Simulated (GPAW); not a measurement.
**How the form of the self-energy moves the gap of RbCl (Fm-3m)**

Wanted: the gap of RbCl (Fm-3m) under several approximations, with cost.

Program: GPAW 26.7.0. Level of theory: PBE and many-body steps on it, plane waves. Results are calculated unless marked as measured.

The database entry behind the starting cell differs from later determinations by our own check (about 0.5 % short), so it need not match the best structure at ambient conditions.

**1. The structure**

Symmetry: Fm-3m, No. 225, cubic system. The conventional cell has a = 6.548 Å, b = 6.548 Å, c = 6.548 Å, α = 90.00°, β = 90.00°, γ = 90.00°. Nearest to Rb lie 6 Cl at 3.27 Å. Cl has 6 Rb at 3.27 Å nearest. Farther neighbours and most contacts between anions are not listed.

Structure file:

```xyz
2
Lattice="0.0000 3.2740 3.2740 3.2740 0.0000 3.2740 3.2740 3.2740 0.0000" Properties=species:S:1:pos:R:3 pbc="T T T"
Rb    0.0000    0.0000    0.0000
Cl    3.2740    3.2740    3.2740
```

The cell and positions come from the Crystallography Open Database and are kept as given unless a step says otherwise.

**2. Empty states on the mesh, 4×4×4 mesh, 169 bands**

This step: GPAW 26.7.0; DFT, PBE, plane waves, PAW.

The sums over transitions need many empty states on a uniform mesh; this step solves for them.

File run.py:

```python
import json
import numpy as np
from gpaw.mpi import world
from gpaw import GPAW

calc = GPAW('gs.gpw').fixed_density(kpts={'size': (4, 4, 4), 'gamma': True},
    parallel={'domain': 1, 'band': 1},
    txt='nscf.txt')
calc.diagonalize_full_hamiltonian(nbands=169)
calc.write('full.gpw', mode='all')
res = {}
kpts = calc.get_ibz_k_points()
res['kpts'] = kpts
res['eigenvalues'] = [calc.get_eigenvalues(kpt=k) for k in range(len(kpts))]
res['n_electrons'] = calc.get_number_of_electrons()

if world.rank == 0:
    with open('result.json', 'w') as f:
        json.dump(res, f, default=lambda x: x.tolist())
```

Started as:

```console
> mpirun -n 4 gpaw python run.py
```

Numbers of over 12 decimals in the logs are rounded to 6 here.

What it wrote:

```text
Diagonalizing LCAO Hamiltonian
Converting LCAO to pw mode
convergence criteria:
- Maximum integral of absolute [eigenst]ate change: 4e-08 eV^2 / valence electron
maximum number of iterations: 100

SCF iterations
|iter     |     time |      energy | eigst |  dens |
|iter:   1|  |             | +1.69 |       |
|iter:   2|  |             | +0.48 |       |
|iter:   3|  |             | -0.32 |       |
[...]
|iter:  12|  |             | -6.33 |       |
|iter:  13|  |             | -6.88 |       |
|iter:  14|  |             | -7.44c|       |
SCF steps: 14
  __  _  _
 | _ |_)|_||  |
 |__||  | ||/\| - 26.7.0

Input parameters:
  mode=PW(ecut=450.000000),
  convergence={'density': 1e-06, 'bands': -3},
  gpts=array([24, 24, 24]),
  kpts=MonkhorstPack(size=(4, 4, 4), gamma=True),
  maxiter=100,
  nbands=15,
  occupations=Occupations(name='fermi-dirac', width=0.001, fixmagmom=False),
  parallel={'domain': 1, 'band': 1},
  xc=XC(name='PBE')
Matrix size: 1523x1523
# Writing to full.gpw (mode='all')
  [... matrices ...]

timing:  # [seconds]
  Total: 7.846  # ━━━━━━━━━━━━━━━━━━━━━━━━━━━━━━━━━━━━━━━━━━━━━━━━━━━━━━━━━━━
```

Elapsed: 12 s, on 4 MPI ranks of Arm Neoverse V1, shared host; peak memory 1.3 GiB; 48 s of CPU time.

This step gave:

| Item | Value |
| --- | --- |
| gap | 5.051 eV |
| k of the valence top | 0, 0, 0 |
| k of the conduction bottom | 0, 0, 0 |
| least direct gap | 5.051 eV |
| k points computed | 8 |
| lowest point of the top converged band, above the valence top | 95.3165 eV |

On this mesh the gap is 5.051 eV.

**3. G0W0, Godby-Needs plasmon pole**

Now the one-shot GW correction: screening in the RPA, then the self-energy of the levels asked for.

This step: G0W0 with a vertex from the rALDA kernel on PBE, plane waves, PAW.

File run.py:

```python
import json
import numpy as np
from gpaw.mpi import world
from gpaw.response.g0w0 import G0W0

gw = G0W0('full.gpw',
    filename='gw',
    kpts=[0],
    bands=(6, 10),
    ecut=100,
    nbands=159,
    integrate_gamma='WS',
    ppa=True,
    xc='rALDA',
    fxc_mode=None,
    fxc_modes=['GWP', 'GWS', 'GWG'],
    do_GW_too=True)
gw.calculate()
res = {mode: {k: v for k, v in r.items() if k != 'sigma_eskwn'}
       for mode, r in gw.all_results.items()}

if world.rank == 0:
    with open('result.json', 'w') as f:
        json.dump(res, f, default=lambda x: x.tolist())
```

Started as:

```console
> mpirun -n 4 gpaw python run.py
```

What it wrote:

```text
Using integrator: PointIntegrator
FrequencyGridDescriptor(from 0.000+0.000j to 0.000+27.211j eV, 2 points)
Nonperiodic BCs:  [False False False]
Using integrator: PointIntegrator
FrequencyGridDescriptor(from 0.000+0.000j to 0.000+27.211j eV, 2 points)
Nonperiodic BCs:  [False False False]
  ___  _ _ _
 |   || | | |
 | | || | | |
 |__ ||_____|
 |___|

BZ k-points: Symmetries present (total): 48

  [... matrices ...]
64 k-points: 4 x 4 x 4 Monkhorst-Pack grid + [1/8,1/8,1/8]
8 k-points in the irreducible part of the Brillouin zone
       k-points in crystal coordinates                weights
   0:     0.00000000    0.00000000    0.00000000          1/64
   1:     0.25000000    0.25000000    0.00000000          6/64
   2:     0.25000000    0.25000000    0.25000000          8/64
   3:     0.50000000    0.25000000   -0.25000000          6/64
   4:     0.50000000    0.25000000    0.25000000         12/64
   5:     0.50000000    0.50000000    0.00000000          3/64
   6:     0.50000000    0.50000000    0.25000000         24/64
   7:     0.50000000    0.50000000    0.50000000          4/64

Distributing spins, k-points and bands (1 x 1 x 4) over 4 processes
Number of blocks: 1

Quasi particle states:
k-points (IBZ indices): [0]
Band range: (6, 10)
  [... matrices ...]
Computational parameters:
Plane wave cut-off: 100 eV
Number of bands: 159
Coulomb cutoff: None
Broadening: 0.1 eV

fxc modes: GW, GWG, GWP, GWS
Kernel: rALDA
Using Godby-Needs plasmon-pole approximation:
  Fitting energy: i*E0, E0 = 1.000 Hartree
Summing all q:

Calculating screened Coulomb potential
No Coulomb truncation
FrequencyGridDescriptor(from 0.000+0.000j to 0.000+27.211j eV, 2 points)
Removing empty qpoint cache files...

Calculating chi0 body with:
    Ground state adapter containing:
    Number of spins: 1
    Number of kpoints: 64
    Number of irreducible kpoints: 8
    Number of completely occupied states: 8
    Number of partially occupied states: 8
    Occupied states memory: 1.6875 M / cpu

    Linear response parametrization:
    q_c: [0.0, 0.0, 0.0]
    Number of frequency points: 2
    Planewave cutoff: 100.0
    Number of bands: 159
    Number of planewaves: 169
    Broadening (eta): 1e-06
    comm.size: 4
    kncomm.size: 4
    blockcomm.size: 1

    Memory estimate of potentially large arrays:
        chi0_wGG: 0.871613 M / cpu
Integrating chi0 body.

Symmetries of q_c:
    Direct symmetries (Uq -> q): 48
    Indirect symmetries (TUq -> q): 0
In total 48 allowed symmetries.

  [... matrices ...]
8 groups of equivalent kpoints. 87.5% reduction.

Integral kind: response function
Integrating chi0 head and wings.

Symmetries of q_c:
    Direct symmetries (Uq -> q): 48
    Indirect symmetries (TUq -> q): 0
In total 48 allowed symmetries.

  [... matrices ...]
8 groups of equivalent kpoints. 87.5% reduction.

Integral kind: response function wings
Calculating rALDA kernel at 100.0 eV cutoff
q point 0 complete
q point 1 complete
q point 2 complete
q point 3 complete
q point 4 complete
q point 5 complete
q point 6 complete
q point 7 complete

Calculating chi0 body with:
    Ground state adapter containing:
    Number of spins: 1
    Number of kpoints: 64
[... the further q-points ...]

Results:
f:      Occupation numbers
eps:     KS-eigenvalues [eV]
vxc:     KS vxc [eV]
exx:     Exact exchange [eV]
sigma:   Self-energies [eV]
dsigma:  Self-energy derivatives
Z:       Renormalization factors
qp:      QP-energies [eV]

k-point 0 (0): (0.000, 0.000, 0.000)                GWP
band       f     eps     vxc     exx   sigma  dsigma       Z      qp
                                                                  GWP
   6   1.000  -0.142 -16.253 -20.674   2.106  -0.277   0.783  -1.954
   7   1.000  -0.142 -16.253 -20.674   2.106  -0.277   0.783  -1.954
   8   0.000   4.909  -7.770  -4.173  -3.034  -0.147   0.872   5.400
   9   0.000   7.853  -8.291  -3.953  -3.095  -0.144   0.874   8.940
                                                                  GWS
   6   1.000  -0.142 -16.253 -20.674   2.332  -0.226   0.816  -1.846
   7   1.000  -0.142 -16.253 -20.674   2.332  -0.226   0.816  -1.846
[...]
GWG
[...]
GW
[...]
7   1.000  -0.142 -16.253 -20.674   2.045  -0.260   0.794  -2.027
   8   0.000   4.909  -7.770  -4.173  -2.854  -0.135   0.881   5.564
   9   0.000   7.853  -8.291  -3.953  -2.915  -0.137   0.880   9.105
```

Wall time 2.3 min (4 MPI ranks); peak memory 2.8 GiB; 9.4 min of CPU time.

Numbers from this step:

* gap with the vertex in the polarisability: 7.354 eV
* gap with the vertex in the self-energy: 7.916 eV
* gap with the vertex in both: 7.710 eV
* G0W0 gap on the points computed: 7.591 eV
* least direct G0W0 gap on the computed points: 7.591 eV
* Z at the valence top: 0.7936
* Z at the conduction bottom: 0.8812
* starting gap on the mesh: 5.051 eV
* k of the valence top: 0, 0, 0
* k of the conduction bottom: 0, 0, 0

The gap on the mesh goes from 5.05 eV to 7.59 eV, a correction of +2.54 eV.

**4. G0W0 with rALDA vertex**

Edit run.py of step 3 so:

```diff
@@ -9,4 +9,4 @@
     bands=(6, 10),
-    ecut=100,
-    nbands=159,
+    ecut=60,
+    nbands=74,
     integrate_gamma='WS',
@@ -14,5 +14,3 @@
     xc='rALDA',
-    fxc_mode=None,
-    fxc_modes=['GWP', 'GWS', 'GWG'],
-    do_GW_too=True)
+    fxc_mode='GWG')
 gw.calculate()
```

Started as:

```console
> mpirun -n 4 gpaw python run.py
```

What it wrote:

```text
Using integrator: PointIntegrator
FrequencyGridDescriptor(from 0.000+0.000j to 0.000+27.211j eV, 2 points)
Nonperiodic BCs:  [False False False]
Using integrator: PointIntegrator
FrequencyGridDescriptor(from 0.000+0.000j to 0.000+27.211j eV, 2 points)
Nonperiodic BCs:  [False False False]
  ___  _ _ _
 |   || | | |
 | | || | | |
 |__ ||_____|
 |___|

BZ k-points: Symmetries present (total): 48

  [... matrices ...]
64 k-points: 4 x 4 x 4 Monkhorst-Pack grid + [1/8,1/8,1/8]
8 k-points in the irreducible part of the Brillouin zone
       k-points in crystal coordinates                weights
   0:     0.00000000    0.00000000    0.00000000          1/64
   1:     0.25000000    0.25000000    0.00000000          6/64
   2:     0.25000000    0.25000000    0.25000000          8/64
[...]
6:     0.50000000    0.50000000    0.25000000         24/64
   7:     0.50000000    0.50000000    0.50000000          4/64

Distributing spins, k-points and bands (1 x 1 x 4) over 4 processes
Number of blocks: 1

Quasi particle states:
k-points (IBZ indices): [0]
Band range: (6, 10)
  [... matrices ...]
Computational parameters:
Plane wave cut-off: 60 eV
Number of bands: 74
Coulomb cutoff: None
Broadening: 0.1 eV

fxc modes: GWG
Kernel: rALDA
Using Godby-Needs plasmon-pole approximation:
  Fitting energy: i*E0, E0 = 1.000 Hartree
Summing all q:

Calculating screened Coulomb potential
No Coulomb truncation
FrequencyGridDescriptor(from 0.000+0.000j to 0.000+27.211j eV, 2 points)
Removing empty qpoint cache files...

Calculating chi0 body with:
    Ground state adapter containing:
    Number of spins: 1
    Number of kpoints: 64
    Number of irreducible kpoints: 8
    Number of completely occupied states: 8
    Number of partially occupied states: 8
    Occupied states memory: 1.6875 M / cpu

    Linear response parametrization:
    q_c: [0.0, 0.0, 0.0]
    Number of frequency points: 2
    Planewave cutoff: 60.0
    Number of bands: 74
    Number of planewaves: 65
    Broadening (eta): 1e-06
    comm.size: 4
    kncomm.size: 4
    blockcomm.size: 1

    Memory estimate of potentially large arrays:
        chi0_wGG: 0.128937 M / cpu
Integrating chi0 body.

Symmetries of q_c:
    Direct symmetries (Uq -> q): 48
    Indirect symmetries (TUq -> q): 0
In total 48 allowed symmetries.

  [... matrices ...]
8 groups of equivalent kpoints. 87.5% reduction.

Integral kind: response function
Integrating chi0 head and wings.

Symmetries of q_c:
    Direct symmetries (Uq -> q): 48
    Indirect symmetries (TUq -> q): 0
In total 48 allowed symmetries.

  [... matrices ...]
8 groups of equivalent kpoints. 87.5% reduction.

Integral kind: response function wings
Calculating rALDA kernel at 60.0 eV cutoff
q point 0 complete
q point 1 complete
q point 2 complete
[...]
q point 6 complete
q point 7 complete

Calculating chi0 body with:
    Ground state adapter containing:
    Number of spins: 1
    Number of kpoints: 64
[... the further q-points ...]

Results:
f:      Occupation numbers
eps:     KS-eigenvalues [eV]
vxc:     KS vxc [eV]
exx:     Exact exchange [eV]
sigma:   Self-energies [eV]
dsigma:  Self-energy derivatives
Z:       Renormalization factors
qp:      QP-energies [eV]

k-point 0 (0): (0.000, 0.000, 0.000)                GWG
band       f     eps     vxc     exx   sigma  dsigma       Z      qp
                                                                  GWG
   6   1.000  -0.142 -16.253 -20.674   2.564  -0.235   0.810  -1.644
   7   1.000  -0.142 -16.253 -20.674   2.565  -0.235   0.810  -1.644
   8   0.000   4.909  -7.770  -4.173  -2.395  -0.118   0.894   5.985
   9   0.000   7.853  -8.291  -3.953  -2.424  -0.122   0.891   9.559
```

Wall time 36 s (4 MPI ranks); peak memory 1.9 GiB; 2.4 min of CPU time.

This step gave:

| Property | Result |
| --- | --- |
| quasiparticle gap on the points computed | 7.629 eV |
| least direct quasiparticle gap on the computed points | 7.629 eV |
| Z at the valence top | 0.8097 |
| Z at the conduction bottom | 0.8943 |
| starting gap on the mesh | 5.051 eV |
| k of the valence top | 0, 0, 0 |
| k of the conduction bottom | 0, 0, 0 |

Against G0W0 in GPAW (4×4×4 mesh, 159 bands, screening to 100 eV, Godby-Needs plasmon pole), the gap moves by +0.038 eV.

**5. Side by side**

Times are wall times on 4 MPI ranks of Arm Neoverse V1, shared host, good to a factor of about two.

```csv
run,mesh,bands,screening cutoff (eV),DFT gap (eV),gap on the mesh (eV),direct (eV),time
"G0W0, Godby-Needs plasmon pole",4×4×4,159,100,5.051,7.591,7.591,2.3 min
G0W0 with rALDA vertex,4×4×4,74,60,5.051,7.629,7.629,36 s
```

**6. Outcome**

```json
{
 "G0W0, Godby-Needs plasmon pole": "7.591 eV",
 "G0W0 with rALDA vertex": "7.629 eV",
 "known limits": "not at the basis limit; no spin-orbit coupling"
}
```

In words: G0W0 with rALDA vertex: +0.038 eV against G0W0, Godby-Needs plasmon pole, at other bands or cutoff, so not like for like. With the rALDA kernel as a vertex the gap is 7.35 eV (in the polarisability), 7.92 eV (in the self-energy) and 7.71 eV (in both), against 7.59 eV without. Bands and cutoff are finite, so the gap is not at the basis limit. The miss can reach some tenths of an eV and take either sign; the mesh is an error of its own. These stock PAW sets were not made for GW. In the G0W0 runs levels were corrected at 1 k point alone, so a gap called «on the mesh» is the least over those, and an edge elsewhere would be missed. The many-body steps are scalar-relativistic: spin-orbit coupling is not in them.

[Paths, hosts, dates, memory and timing lines, banners, echoed tables and standing remarks are left out of the program output.]

[Logs are printed without paths, hosts, clocks, repeated set-up lines and the standing remarks that a program may print on its own settings, such as how far it seeks lower states.]

[Runs of the session that timed out or met a known fault of the program may be left out.]

[Hosts, paths, dates, database ids (printed as entryN), source tags and the programs' standing remarks are cut or masked in the printed files.]
